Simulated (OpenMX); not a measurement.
PtSe, 2 atoms in the cell. It takes space group F-43m (No. 216, cubic). Conventional cell: a = 6.075 Å, b = 6.075 Å, c = 6.075 Å, α = 90.00°, β = 90.00°, γ = 90.00°. Pt (site symmetry -43m) is surrounded by 4 Se at 2.63 Å. Around Se (site symmetry -43m) lie 4 Pt at 2.63 Å. The cell comes from a database or a generator and needn't be the stable form of this composition.

| Property | Result |
| --- | --- |
| Program | OpenMX 3.8.5 |
| Task | band structure |
| Functional | PBE |
| Potentials or basis | OpenMX 2013 PBE set, Pt7.0-s3p2d2f1, Se7.0-s3p2d2, grid cutoff 400 Ry |
| k mesh | 5 × 5 × 5 |
| Occupations | fermi-dirac, width 0.05 eV |
| Spin | non-collinear spin, zero start |
| Starting moments | [[0.0, 0.0, 0.0], [0.0, 0.0, 0.0]] μB |
| Mixing scheme | rmm-diisk |
| SCF threshold | 1e-07 Ha |
| Solver | band |
| Max SCF cycles | 100 |

Potentials or basis: OpenMX 2013 PBE set, Pt7.0-s3p2d2f1, Se7.0-s3p2d2, grid cutoff 400 Ry.

Run with:

```bash
$ openmx PtSe.dat -nt 1 > PtSe.std
```

Hardware: 1 thread of Arm Neoverse V2 (shared host).

Problem. Estimate the wall time of this run.

Solution. It took 99 s on 1 thread of Arm Neoverse V2 (shared host), peak memory 0.85 GiB. Counts: k points 125, basis 45, scf iterations 15.
